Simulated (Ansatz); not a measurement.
## AlRu: clamped-ion strain scan

The calculation used DFT PBE, scalar-relativistic, plane waves, PAW in Ansatz 0.2.0. The runs took a 420 eV cutoff, a Γ-centred 16×16×16 mesh and Gaussian smearing (0.15 eV). No spin polarisation. Energies are free energies at this smearing, counted from the undisturbed cell; pressure is positive in compression.

Reference structure (as given, not relaxed at this level; it stands at 2.6 GPa, and it needn't be the usual structure):

```xyz
2
Lattice="2.9916 0.0000 0.0000 0.0000 2.9916 0.0000 0.0000 0.0000 2.9916" Properties=species:S:1:pos:R:3 pbc="T T T"
Al    0.0000    0.0000    0.0000
Ru    1.4958    1.4958    1.4958
```

The cell is strained by ε times the Voigt pattern (0, 0, 0, 0, 1, 0) (xx, yy, zz, yz, xz, xy; engineering shear) with fractional coordinates fixed. The cell is metallic on the mesh throughout.

```
      ε  ΔE (meV/atom) stress summed along the pattern (GPa, tension positive)
-0.0600           19.7                                                    -7.77
-0.0300            4.9                                                    -3.90
 0.0000            0.0                                                     0.00
 0.0075            0.3                                                     0.97
 0.0150            1.2                                                     1.95
 0.0225            2.8                                                     2.92
 0.0375            7.7                                                     4.87
 0.0450           11.1                                                     5.84
 0.0525           15.1                                                     6.81
```

By symmetry 0.0600 repeats -0.0600, -0.0450 repeats 0.0450, 0.0300 repeats -0.0300, -0.0150 repeats 0.0150 in energy, with the opposite slope along the path.